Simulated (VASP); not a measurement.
Input of a VASP 6.6.1 run:

INCAR

```
SYSTEM = MoS2
PREC     = Accurate       ! precision mode
ENCUT    = 520            ! plane-wave cutoff, eV
EDIFF    = 1E-6           ! SCF threshold, eV
ISMEAR   = 0              ! smearing method
SIGMA    = 0.5            ! smearing width, eV
LREAL    = .False.        ! projectors in reciprocal space
LASPH    = .True.         ! aspherical terms in the spheres
NELM     = 100            ! most SCF steps
ALGO     = Normal         ! electronic algorithm
ISIF     = 2              ! what is computed and relaxed
LWAVE    = .False.        ! write WAVECAR
LCHARG   = .False.        ! write CHGCAR
GGA      = PS             ! functional
NBANDS   = 64             ! bands
```

File KPOINTS:

```
regular mesh
0
Gamma
  12 12 1
  0 0 0
```

Contents of POSCAR:

```
MoS2
1.0
    3.1414000000      0.0000000000      0.0000000000
   -1.5707000000      2.7205400000      0.0000000000
    0.0000000000      0.0000000000     33.7480500000
Mo S
4 8
Direct
    0.6666700000      0.3333300000      0.9065300000
    0.6666700000      0.3333300000      0.2788500000
    0.3333300000      0.6666700000      0.7211500000
    0.3333300000      0.6666700000      0.0934700000
    0.3333300000      0.6666700000      0.9527300000
    0.3333300000      0.6666700000      0.3250100000
    0.6666700000      0.3333300000      0.7673500000
    0.6666700000      0.3333300000      0.1396600000
    0.3333300000      0.6666700000      0.8603400000
    0.3333300000      0.6666700000      0.2326500000
    0.6666700000      0.3333300000      0.6749900000
    0.6666700000      0.3333300000      0.0472700000
```

Potentials or basis: VASP PAW PBE potentials, release 64 (Mo_sv, S).

Command:

```bash
$ cat potpaw_PBE.64/Mo_sv/POTCAR potpaw_PBE.64/S/POTCAR > POTCAR
$ mpirun -np 1 vasp_std > vasp.out
```

Problem. Estimate the band gap on the k mesh.

Solution. 1.12 eV, indirect (least direct gap 1.76 eV).

Problem. Predict the largest force.

Solution. 0.009 eV/Å.

Forces on the atoms (eV/Å):
```
Mo  -0.001  0.000  0.009
Mo  -0.001  0.000  0.001
Mo   0.001  0.000 -0.001
Mo   0.001  0.000 -0.009
S    0.000  0.000  0.002
S    0.000  0.000  0.003
S    0.000  0.000 -0.001
S    0.000  0.000  0.001
S    0.000  0.000 -0.001
S    0.000  0.000  0.001
S    0.000  0.000 -0.003
S    0.000  0.000 -0.002
```

Caveat: the PAW data sets were made with another functional, which shifts forces and pressure a little. As with any semilocal functional, this PBEsol gap is likely too small.
